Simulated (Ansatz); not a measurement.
**AlN: a line through a two-coordinate scan**

One line of a two-coordinate grid on AlN (P6_3/mmc, No. 194; 4 atoms in the cell): c/a of the conventional cell is varied, at volume per atom = 9.066 Å³.

Program: Ansatz 0.2.0. Level of theory: DFT PBEsol, scalar-relativistic, plane waves, PAW. These are calculated values, not measurements.

72 further runs of the same task are left out: 72 set aside as unsound or not needed.

### 1 The starting structure

The structure is hexagonal, space group P6_3/mmc (No. 194). Conventional cell: a = 3.301 Å, b = 3.301 Å, c = 4.140 Å, α = 90.00°, β = 90.00°, γ = 120.00°. Al (site symmetry -6m2) has 5 N at 1.91 to 2.07 Å as nearest neighbours. N (site symmetry -6m2) has 5 Al at 1.91 to 2.07 Å as nearest neighbours.

Structure file:

```
CELL_PARAMETERS angstrom
3.30144 0.00000 0.00000
-1.65072 2.85913 0.00000
0.00000 0.00000 4.14000
ATOMIC_POSITIONS crystal
Al 0.33333 0.66667 0.75000
Al 0.66667 0.33333 0.25000
N 0.33333 0.66667 0.25000
N 0.66667 0.33333 0.75000
```

It goes back to an entry of the Materials Project, which need not be the stable form.

It is the result of an earlier relaxation at this level (volume 9.77 Å³/atom; gap on the mesh: 3.33 eV).

### 2 The scan

The energy is mapped over volume and the cell's shape.

- volume per atom: 11 values from 8.597 to 10.942 Å³
- c/a of the conventional cell: 11 values from 1.157 to 1.359

Nothing else is relaxed (symmetry fixes all fractional coordinates). Energies count from the relaxed crystal. Points are written as (first, second).

### 3 The run at (9.066 Å³, 1.157)

The input, input.yaml:

```yaml
crystal:
  lattice:
    - [3.3074036304, 0.0, 0.0]
    - [-1.6537018152, 2.8642955645, 0.0]
    - [0.0, 0.0, 3.8279889619]
  atoms:
    - { symbol: Al, position: [0.3333333333, 0.6666666667, 0.75] }
    - { symbol: Al, position: [0.6666666667, 0.3333333333, 0.25] }
    - { symbol: "N", position: [0.3333333333, 0.6666666667, 0.25] }
    - { symbol: "N", position: [0.6666666667, 0.3333333333, 0.75] }
basis:
  ecutwfc: 520.0
kpoints:
  mp_grid: { grid: [9, 9, 6] }
hamiltonian:
  xc: pbesol
  pseudopotentials: { kind: paw, azcp: { folder: soft_1 } }
scf:
  occupations: { method: gaussian, width: 0.05 }
output:
  forces: true
  stress: true
  eigenvalues: true
```

Run with:

```sh
$ ansatz run input.yaml --threads 1 --pin off --max-ram 2048MiB --backend cpu --events-out ev --progress --plain --runs-dir out
```

The session goes on with these runs: the other points of the line.

Q: Predict the outcome of this session. Wanted: for each run, c/a of the conventional cell; energy; slope; pressure.

As calculated:

```
c/a of the conventional cell  step  energy (meV/atom)  slope (meV/atom per unit)  pressure (GPa)  band gap on the k-mesh (eV)
                       1.157     3                 70                       −818           19.44                         4.00
                       1.176     4                 57                       −608           18.77                         3.97
                       1.195     5                 47                       −414           18.36                         3.95
                       1.214     –                 41                       −234           18.21                         3.92
                       1.234     6                 38                        −66           18.30                         3.89
                       1.254     7                 39                         90           18.63                         3.87
                       1.274     8                 42                        237           19.20                         3.84
                       1.295     9                 48                        375           19.99                         3.82
                       1.316    10                 57                        506           21.01                         3.79
                       1.337    11                 70                        631           22.24                         3.77
                       1.359    12                 84                        751           23.68                         3.75
```

Energies count from the relaxed crystal. Rows without a step come from runs not printed here or follow by symmetry. Slopes come from the forces (and the stress, where the cell changes), not from differences of energies.

In words: Along the line the energy is lowest at 1.234, 38 meV/atom from the zero. Energies and slopes round the minimum, fitted together, put the minimum at 1.2423, with a curvature of about 7900 meV/atom per (unit)². The highest point computed, at 1.359, lies 46 meV/atom above the lowest. This is one cut through a surface in two coordinates; the map's lowest point lies off it.

The gaps are Kohn-Sham values of a semilocal functional, not quasiparticle or optical gaps. Such gaps usually fall short of the measured ones.
